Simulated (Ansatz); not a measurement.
**Ge: strain energy, fitted**

Ge, Fd-3m, a = 5.675 Å. Ansatz: r2SCAN, PAW, 500 eV, Γ-centred 10×10×6 mesh on 4 atoms, Gaussian smearing 0.02 eV; no spin polarisation. Series: shear of c along a, cell held, atoms relaxed; x is the strain in per cent (engineering shear). The axes a, b, c are those of the computed cell (4.013, 4.013, 5.675 Å), along [1 1 0], [-1 1 0], [0 0 1] of the cell named above. y is the free energy over the unstrained cell, V0 = 22.844 Å³/atom. Symmetry makes y even in x.

| x (%) | y (meV/atom) |
| --- | --- |
| 0.0 | 0.00 |
| 2.0 | 1.92 |
| 4.0 | ? |
| 6.0 | 16.97 |
| 8.0 | 30.05 |
| 12.0 | 65.68 |

Question: Fit y = c2 x² + c4 x⁴ to the other rows, turn c2 into a modulus, and predict the missing energy.

Answer: Least squares on the rows shown. y = 0.47887 x² − 0.00015780 x⁴. In eV per unit strain² c2 is 4.789; this is the shear stiffness (E = ½ C V0 γ²): 2 × 4.789 × 160.2 / (22.844) = 67 GPa. At x = 4.0 the fit asked for gives 7.62 meV/atom. The run gave 7.63 meV/atom, so the fit is 0.01 meV/atom too low, within the rms miss on the fitted rows (0.04 meV/atom). Note that the gap is closed there and open in the run one row up.

Where the gap has closed, the smearing of 0.02 eV or less is narrow for a metal on this mesh.